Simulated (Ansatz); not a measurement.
## Electric field gradients in GeS

The cell is a Materials Project structure (computed, not necessarily an observed phase), its atoms then relaxed with PBE in this cell.

```cif
data_GeS
_symmetry_space_group_name_H-M 'Pnma'
_symmetry_Int_Tables_number 62
_cell_length_a 10.7808
_cell_length_b 3.6031
_cell_length_c 4.5231
_cell_angle_alpha 90.000
_cell_angle_beta 90.000
_cell_angle_gamma 90.000
loop_
_atom_site_label
_atom_site_type_symbol
_atom_site_symmetry_multiplicity
_atom_site_Wyckoff_symbol
_atom_site_fract_x
_atom_site_fract_y
_atom_site_fract_z
Ge Ge 4 c 0.8745 0.2500 0.3582
S S 4 c 0.6532 0.2500 0.4990
```

One atom of each set is listed.

The numbers come from a DFT calculation in Ansatz (r2SCAN, plane waves and PAW, scalar-relativistic, 500 eV cutoff, Γ-centred 3×9×7 k-points, Fermi–Dirac smearing 0.01 eV).

Conventions: |V_zz| ≥ |V_yy| ≥ |V_xx|, η = (V_xx − V_yy)/V_zz, C_Q = eQV_zz/h. ν_Q = 3|C_Q|/[2I(2I − 1)].

⁷³Ge: I = 9/2, Q = -196.0 mb; ³³S: I = 3/2, Q = -69.40 mb. Q values from Pyykkö, Mol. Phys. 116, 1328 (2018).

```tsv
site	atoms	first shell	C_Q (MHz)	η	ν_Q (MHz)
Ge	4	3 S at 2.44–2.47 Å	42.1	0.28	1.76
S	4	3 Ge at 2.44–2.47 Å	10.6	0.15	5.30
```

At Ge and S V_zz stands upright on the plane through its three neighbours (within 10°) in each case.

The largest force is 0.3 eV/Å, so the atoms aren't at the calculated equilibrium and relaxing them would move these values.

Hardware: 1 thread of Arm Neoverse N1 (aarch64; 36 cores open to the job, memory cap 3.0 GiB, no GPU), a shared host with a load of 0.9 a core. Wall time 1.8 min, CPU time 1.8 min, peak memory 0.88 GiB.
